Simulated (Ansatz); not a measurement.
**GaP: pressure against volume**

One table from this session's results is given with a row withheld; the runs are named, their logs left out.

Computed with Ansatz 0.2.0 (DFT PBEsol, scalar-relativistic, unless a step's input says otherwise).

## The system as given

It takes space group F-43m (No. 216, cubic). The conventional cell has a = 5.451 Å, b = 5.451 Å, c = 5.451 Å, α = 90.00°, β = 90.00°, γ = 90.00°. Ga (site symmetry -43m) has 4 P at 2.36 Å as nearest neighbours. P (site symmetry -43m) is surrounded by 4 Ga at 2.36 Å.

Coordinates:

```cif
data_structure
_symmetry_space_group_name_H-M 'F-43m'
_symmetry_Int_Tables_number 216
_cell_length_a 5.4505
_cell_length_b 5.4505
_cell_length_c 5.4505
_cell_angle_alpha 90.000
_cell_angle_beta 90.000
_cell_angle_gamma 90.000
_cell_volume 161.92
loop_
_atom_site_label
_atom_site_type_symbol
_atom_site_symmetry_multiplicity
_atom_site_Wyckoff_symbol
_atom_site_fract_x
_atom_site_fract_y
_atom_site_fract_z
_atom_site_occupancy
Ga1 Ga 4 a 0.00000 0.00000 0.00000 1
P1 P 4 c 0.25000 0.25000 0.25000 1
```

The file gives the conventional cell by its symmetry; the runs use the cell typed in the input.

Atoms are numbered in the order of the input: Ga1, P2.

Set-up of the first run:

The input, input.yaml:

```yaml
crystal:
  lattice:
    - [0.0, 2.6884177822, 2.6884177822]
    - [2.6884177822, 0.0, 2.6884177822]
    - [2.6884177822, 2.6884177822, 0.0]
  atoms:
    - { symbol: Ga, position: [0.0, 0.0, 0.0] }
    - { symbol: P, position: [0.75, 0.75, 0.75] }
kpoints:
  mp_grid: { grid: [12, 12, 12] }
  band_path:
    path:
      - [0.0, 0.0, 0.0]
      - [-0.5, -0.5, 0.0]
      - [-0.375, -0.375, 0.25]
      - [-0.375, 0.0, 0.375]
      - [0.0, 0.0, 0.0]
      - [0.0, 0.0, 0.5]
      - [-0.5, -0.25, 0.25]
      - [-0.5, -0.5, 0.0]
    npoints: 5
scf:
  occupations: { method: fermi_dirac, width: 0.08 }
hamiltonian:
  xc: pbesol
  pseudopotentials: { kind: all_electron, lapw: { basis_error: 0.0005 } }
output:
  forces: true
  stress: true
  eigenvalues: true
```

Launch:

```console
> ansatz run input.yaml --threads 1 --pin off --max-ram 3072MiB --backend cpu --events-out ev --progress --plain --runs-dir out
```

Among the steps run: Volume × 0.96, LAPW; Volume × 0.96, PAW; Volume × 0.96, crystal datasets; Volume × 0.99, LAPW; Volume × 0.99, PAW; Volume × 0.99, crystal datasets; Volume × 1.02, LAPW; Volume × 1.02, PAW; Volume × 1.02, crystal datasets; Volume × 1.06, LAPW; Volume × 1.06, PAW; Volume × 1.06, crystal datasets.

One table of the session follows, with a row left open; its other results are not shown here.

It belongs to the step «The equation of state». 

```
          method  volume (Å³/atom)  gap on the k mesh (eV)
            LAPW            19.431                    1.40
            LAPW            20.038                    1.45
            LAPW            20.645                    1.50
            LAPW            21.455                    1.28
             PAW            19.431                       ?
             PAW            20.038                    1.45
             PAW            20.645                    1.50
             PAW            21.455                    1.28
crystal datasets            19.431                    1.40
crystal datasets            20.038                    1.45
crystal datasets            20.645                    1.50
crystal datasets            21.455                    1.28
```

Estimate the missing values for PAW, 19.431.

As computed: gap on the k mesh (eV): 1.39. In the column «gap on the k mesh (eV)» it lies between crystal datasets, 21.455 (1.28) and LAPW, 19.431 (1.40).

To keep in mind: Warnings in the runs' records: crystal datasets made.
